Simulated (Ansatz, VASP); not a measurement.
## One calculation of Hf2Si3, two programs

```
Hf Si
1.0
     1.97994    1.14312    6.47123
    -1.97994    1.14312    6.47123
     0.00000   -2.28624    6.47123
Hf Si
2 3
Cartesian
  0.0000 0.0000 7.9740
  0.0000 0.0000 11.4397
  0.0000 0.0000 0.0000
  0.0000 0.0000 3.2962
  0.0000 0.0000 16.1175
```

Alike in both runs: functional PBE; k mesh 6 × 6 × 6; occupations gaussian, width 0.1 eV; no spin polarisation.

Ansatz relaxed the structure, and its values are those at the end. VASP's run is a single point on that final structure, the one shown.

|  | VASP | Ansatz |
| --- | --- | --- |
| version | VASP 6.6.1 | Ansatz 0.2.0 |
| potentials or method | VASP PAW PBE potentials, release 64 (Hf_pv, Si) | scalar-relativistic, plane waves, PAW |
| plane-wave cutoff (eV) | 520 | 420 |
| valence electrons in the cell | 32 | 64 |

|  | VASP | Ansatz | Ansatz less VASP |
| --- | --- | --- | --- |
| gap on the k mesh at the Fermi level (eV) | none | none | - |
| pressure (GPa) | -0.3 | 0.0 | +0.30 |
| rms of the force components (eV/Å) | 0.006 | 0.009 | +0.0033 |

A gap of «none» marks a metal or a gap that the smearing closes. The two sets of potentials don't hold the same shells in valence.

The runs have no spin-orbit coupling, so splittings on Hf are missing.
